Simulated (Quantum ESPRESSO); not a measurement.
# SnSe2 (P-3m1) in Quantum ESPRESSO: reference runs

Aim: a first look at SnSe2 with PBEsol, on the cell as given and on a disturbed one.

Program: Quantum ESPRESSO 7.5. These are calculated values, not measurements. Logs are shortened: lines on timing, memory, paths and dates and some standing lists are left out, and cuts for length are marked.

**1. The structure**

The structure is trigonal, space group P-3m1 (No. 164). The conventional cell has a = 3.811 Å, b = 3.811 Å, c = 6.136 Å, α = 90.00°, β = 90.00°, γ = 120.00°. Sn (site symmetry -3m) is surrounded by 6 Se at 2.68 Å. Se (site symmetry 3m) is surrounded by 3 Sn at 2.68 Å.

**2. Single point, PBEsol**

Input file pw.in:

```
&CONTROL
  calculation = 'scf'
  prefix = 'pwscf'
  outdir = './tmp'
  pseudo_dir = './pseudo'
  tprnfor = .true.
  tstress = .true.
  disk_io = 'low'
/
&SYSTEM
  ibrav = 0
  celldm(1) = 8
  nat = 3
  ntyp = 2
  ecutwfc = 68
  ecutrho = 544
  nbnd = 20
  occupations = 'smearing'
  smearing = 'fd'
  degauss = 0.00367493
/
&ELECTRONS
  conv_thr = 6d-10
  electron_maxstep = 120
  mixing_beta = 0.5
/
ATOMIC_SPECIES
Sn   118.7100 sn_pbesol_v1.4.uspp.F.UPF
Se    78.9710 se_pbesol_v1.uspp.F.UPF
CELL_PARAMETERS alat
  0.9002182826186   0.0000000000000   0.0000000000000
 -0.4501091413093   0.7796119016936   0.0000000000000
  0.0000000000000   0.0000000000000   1.4494199375880
ATOMIC_POSITIONS crystal
Sn     0.0000000000    0.0000000000    0.0000000000
Se     0.6666666667    0.3333333333    0.7510000000
Se     0.3333333333    0.6666666667    0.2490000000
K_POINTS automatic
8 8 5 0 0 0
```

Input file pp_density.in:

```
&INPUTPP
  prefix = 'pwscf'
  outdir = './tmp'
  filplot = 'density.dat'
  plot_num = 0
/
&PLOT
  nfile = 1
  filepp(1) = 'density.dat'
  iflag = 3
  output_format = 6
  fileout = 'density.cube'
/
```

Input file pp_potential.in:

```
&INPUTPP
  prefix = 'pwscf'
  outdir = './tmp'
  filplot = 'potential.dat'
  plot_num = 11
/
&PLOT
  nfile = 1
  filepp(1) = 'potential.dat'
  iflag = 3
  output_format = 6
  fileout = 'potential.cube'
/
```

Potentials or basis: GBRV 1.5 PBEsol.

On the command line:

```sh
$ OMP_NUM_THREADS=1 mpirun -n 2 pw.x -nk 2 -in pw.in > pw.out
$ OMP_NUM_THREADS=1 mpirun -n 1 pp.x -in pp_density.in > pp_density.out
$ OMP_NUM_THREADS=1 mpirun -n 1 pp.x -in pp_potential.in > pp_potential.out
```

pw.out:

```text
This program is part of the open-source Quantum ESPRESSO suite
     for quantum simulation of materials; please cite
         "P. Giannozzi et al., J. Phys.:Condens. Matter 21 395502 (2009);
         "P. Giannozzi et al., J. Phys.:Condens. Matter 29 465901 (2017);
         "P. Giannozzi et al., J. Chem. Phys. 152 154105 (2020);
     in publications or presentations arising from this work. More details at

     Message from routine setup:
     using ibrav=0 with symmetry is DISCOURAGED, use correct ibrav instead

     K-points division:     npool     =       2
     Subspace diagonalization in iterative solution of the eigenvalue problem:
     a serial algorithm will be used

     G-vector sticks info
     --------------------
     sticks:   dense  smooth     PW     G-vecs:    dense   smooth      PW
     Sum        1945     967    283               111651    39475    6015

     Using Slab Decomposition

     bravais-lattice index     =            0
     lattice parameter (alat)  =       8.0000  a.u.
     unit-cell volume          =     520.8234 (a.u.)^3
     number of atoms/cell      =            3
     number of atomic types    =            2
     number of electrons       =        26.00
     number of Kohn-Sham states=           20
     kinetic-energy cutoff     =      68.0000  Ry
     charge density cutoff     =     544.0000  Ry
     scf convergence threshold =      6.0E-10
     mixing beta               =       0.5000
     number of iterations used =            8  plain     mixing
     Exchange-correlation= SLA  PW   PSX  PSC
                           (   1   4  10   8   0   0   0)

     celldm(1)=   8.000000  celldm(2)=   0.000000  celldm(3)=   0.000000
     celldm(4)=   0.000000  celldm(5)=   0.000000  celldm(6)=   0.000000

     crystal axes: (cart. coord. in units of alat)
               a(1) = (   0.900218   0.000000   0.000000 )
               a(2) = (  -0.450109   0.779612   0.000000 )
               a(3) = (   0.000000   0.000000   1.449420 )

     reciprocal axes: (cart. coord. in units 2 pi/alat)
               b(1) = (  1.110842  0.641345 -0.000000 )
               b(2) = (  0.000000  1.282689  0.000000 )
               b(3) = (  0.000000 -0.000000  0.689931 )

     PseudoPot. # 1 for Sn read from file:
     sn_pbesol_v1.4.uspp.F.UPF
     Pseudo is Ultrasoft + core correction, Zval = 14.0
     Generated by new atomic code, or converted to UPF format
     Using radial grid of  891 points,  6 beta functions with:
                l(1) =   0
                l(2) =   0
                l(3) =   1
                l(4) =   1
                l(5) =   2
                l(6) =   2
     Q(r) pseudized with  8 coefficients,  rinner =    1.350   1.350   1.350
                                                       1.350   1.350

     PseudoPot. # 2 for Se read from file:
     se_pbesol_v1.uspp.F.UPF
     Pseudo is Ultrasoft + core correction, Zval =  6.0
     Generated by new atomic code, or converted to UPF format
     Using radial grid of  877 points,  6 beta functions with:
                l(1) =   0
                l(2) =   0
                l(3) =   1
                l(4) =   1
                l(5) =   2
                l(6) =   2
     Q(r) pseudized with  8 coefficients,  rinner =    1.300   1.300   1.300
                                                       1.300   1.300

     atomic species   valence    mass     pseudopotential
     Sn               14.00   118.71000     Sn( 1.00)
     Se                6.00    78.97100     Se( 1.00)

     12 Sym. Ops., with inversion, found

   Cartesian axes

     site n.     atom                  positions (alat units)
         1        Sn     tau(   1) = (   0.0000000   0.0000000   0.0000000  )
         2        Se     tau(   2) = (   0.4501091   0.2598706   1.0885144  )
         3        Se     tau(   3) = (  -0.0000000   0.5197413   0.3609056  )

     number of k points=    40  Fermi-Dirac smearing, width (Ry)=  0.0037
                       cart. coord. in units 2pi/alat
        k(    1) = (   0.0000000   0.0000000   0.0000000), wk =   0.0062500
        k(    2) = (   0.0000000   0.0000000   0.1379862), wk =   0.0125000
        k(    3) = (   0.0000000   0.0000000   0.2759725), wk =   0.0125000
        k(    4) = (   0.0000000   0.1603362   0.0000000), wk =   0.0375000
        k(    5) = (   0.0000000   0.1603362   0.1379862), wk =   0.0375000
        k(    6) = (   0.0000000   0.1603362   0.2759725), wk =   0.0375000
[... 32 lines left out ...]
        k(   39) = (  -0.1388552   0.5611767  -0.1379862), wk =   0.0750000
        k(   40) = (  -0.1388552   0.5611767  -0.2759725), wk =   0.0750000

     Dense  grid:   111651 G-vectors     FFT dimensions: (  54,  54,  90)

     Smooth grid:    39475 G-vectors     FFT dimensions: (  40,  40,  64)

     Initial potential from superposition of free atoms

     starting charge      24.9998, renormalised to      26.0000
     Starting wfcs are   17 randomized atomic wfcs +    3 random wfcs

     Self-consistent Calculation

     iteration #  1     ecut=    68.00 Ry     beta= 0.50
     Davidson diagonalization with overlap
     ethr =  1.00E-02,  avg # of iterations =  7.5

     total energy              =    -245.47335545 Ry
     estimated scf accuracy    <       0.48094459 Ry

     iteration #  2     ecut=    68.00 Ry     beta= 0.50
     Davidson diagonalization with overlap
     ethr =  1.85E-03,  avg # of iterations =  2.1
[... 11 lines left out ...]
     iteration #  4     ecut=    68.00 Ry     beta= 0.50
     Davidson diagonalization with overlap
     ethr =  3.95E-05,  avg # of iterations =  5.2

     total energy              =    -245.60013120 Ry
     estimated scf accuracy    <       0.00089353 Ry

     iteration #  5     ecut=    68.00 Ry     beta= 0.50
     Davidson diagonalization with overlap
     c_bands:  1 eigenvalues not converged
     ethr =  3.44E-06,  avg # of iterations =  5.5

     total energy              =    -245.60022275 Ry
     estimated scf accuracy    <       0.00002033 Ry

     iteration #  6     ecut=    68.00 Ry     beta= 0.50
     Davidson diagonalization with overlap
     ethr =  7.82E-08,  avg # of iterations =  7.8

     total energy              =    -245.60026402 Ry
     estimated scf accuracy    <       0.00000104 Ry
[... 19 lines left out ...]
     total energy              =    -245.60026515 Ry
     estimated scf accuracy    <          8.4E-10 Ry

     iteration # 10     ecut=    68.00 Ry     beta= 0.50
     Davidson diagonalization with overlap
     ethr =  3.21E-12,  avg # of iterations =  4.0

     End of self-consistent calculation

          k = 0.0000 0.0000 0.0000 (  4939 PWs)   bands (ev):

   -14.6872 -14.6872 -14.6470 -14.6318 -14.6318  -7.5108  -5.7188   0.4092
     5.8226   5.8226   6.1323   6.1323   6.5259   7.5151   9.3653  11.1078
    11.1078  14.5578  15.4229  15.4229

          k = 0.0000 0.0000 0.1380 (  4927 PWs)   bands (ev):

   -14.6872 -14.6872 -14.6469 -14.6318 -14.6318  -7.4582  -5.8323   0.6838
     5.6304   5.7843   5.7843   6.1925   6.1925   8.2053   9.3718  11.0094
    11.0094  14.7974  15.1844  15.1844
[... 223 lines left out ...]
          k =-0.1389 0.5612-0.2760 (  4915 PWs)   bands (ev):

   -14.7396 -14.6748 -14.6499 -14.6148 -14.6078  -5.7978  -5.3001  -0.7483
     1.7564   3.3263   4.0184   5.6558   6.1105   8.0495  10.9487  11.7531
    12.2766  12.6995  15.6326  16.6929

     the Fermi energy is     6.9124 ev

!    total energy              =    -245.60026515 Ry
     estimated scf accuracy    <          5.4E-11 Ry
     smearing contrib. (-TS)   =      -0.00000297 Ry
     internal energy E=F+TS    =    -245.60026218 Ry

     The total energy is F=E-TS. E is the sum of the following terms:
     one-electron contribution =     -93.77119540 Ry
     hartree contribution      =      61.83047517 Ry
     xc contribution           =    -101.48571463 Ry
     ewald contribution        =    -112.17382732 Ry

     convergence has been achieved in  10 iterations

     Forces acting on atoms (cartesian axes, Ry/au):

     atom    1 type  1   force =     0.00000000   -0.00000000    0.00000000
     atom    2 type  2   force =     0.00000000    0.00000000   -0.02368097
     atom    3 type  2   force =     0.00000000    0.00000000    0.02368097

     Total force =     0.033490     Total SCF correction =     0.000015

     Computing stress (Cartesian axis) and pressure

          total   stress  (Ry/bohr**3)                   (kbar)     P=       24.53
   0.00012491  -0.00000000   0.00000000           18.37       -0.00        0.00
  -0.00000000   0.00012491   0.00000000           -0.00       18.37        0.00
   0.00000000   0.00000000   0.00025038            0.00        0.00       36.83

=------------------------------------------------------------------------------=
   JOB DONE.
=------------------------------------------------------------------------------=
```

pp_potential.out:

```text
This program is part of the open-source Quantum ESPRESSO suite
     for quantum simulation of materials; please cite
         "P. Giannozzi et al., J. Phys.:Condens. Matter 21 395502 (2009);
         "P. Giannozzi et al., J. Phys.:Condens. Matter 29 465901 (2017);
         "P. Giannozzi et al., J. Chem. Phys. 152 154105 (2020);
     in publications or presentations arising from this work. More details at

     IMPORTANT: XC functional enforced from input :
     Exchange-correlation= PBESOL
                           (   1   4  10   8   0   0   0)
     Any further DFT definition will be discarded
     Please, verify this is what you really want

     G-vector sticks info
     --------------------
     sticks:   dense  smooth     PW     G-vecs:    dense   smooth      PW
     Sum        1945     967    283               111651    39475    6015

     Using Slab Decomposition

     Calling punch_plot, plot_num =  11
     Writing data to file  potential.dat
     Reading data from file  potential.dat

     Writing data to be plotted to file potential.cube
     Plot Type: 3D                     Output format: Gaussian cube

=------------------------------------------------------------------------------=
   JOB DONE.
=------------------------------------------------------------------------------=
```

Run time: 52 s. Hardware: 2 MPI ranks of Arm Neoverse V2, shared host; peak memory 0.58 GiB.

Results:

* Free energy: -3341.5618 eV
* Pressure: 2.5 GPa
* Largest force: 0.609 eV/Å
* Band gap on the k mesh: 0.73 eV, indirect (least direct gap 0.99 eV)

Forces in eV/Å, atoms in the order of the input:
```
Sn   0.000  0.000  0.000
Se   0.000  0.000 -0.609
Se   0.000  0.000  0.609
```

Caveat: spin-orbit coupling is left out, which moves the levels of the heavy elements; an odd mesh through Γ misses points on the zone boundary, where band edges often lie; this functional lacks dispersion, which binds the layers, so the pressure and a relaxed spacing across them are unreliable.

(Continued in part 2 of 2.)
